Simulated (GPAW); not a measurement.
The system is Bi.

```
Bi
1.0
    -1.98143    1.98143    1.98143
     1.98143   -1.98143    1.98143
     1.98143    1.98143   -1.98143
Bi
1
Direct
  0.00000 0.00000 0.00000
```

This isn't the form of Bi at room conditions, which is rhombohedral.

Base run:

| Quantity | Value |
| --- | --- |
| Program | GPAW 26.7.0 |
| Functional | PBEsol |
| Potentials or basis | PAW data sets generated in the run's folder for this functional |
| Cutoff | 600 eV |
| Basis | pw |
| k mesh | 9 × 9 × 9 |
| Occupations | fermi-dirac, width 0.05 eV |
| Spin | no spin polarisation |

Its results: pressure -2.1 GPa.

Problem. The run is repeated on the same cell with these changes: functional from PBEsol to BLYP. What comes out?

Solution. Pressure 4.9 GPa.

BLYP binds less tightly than PBEsol, so the same cell stands under more pressure.
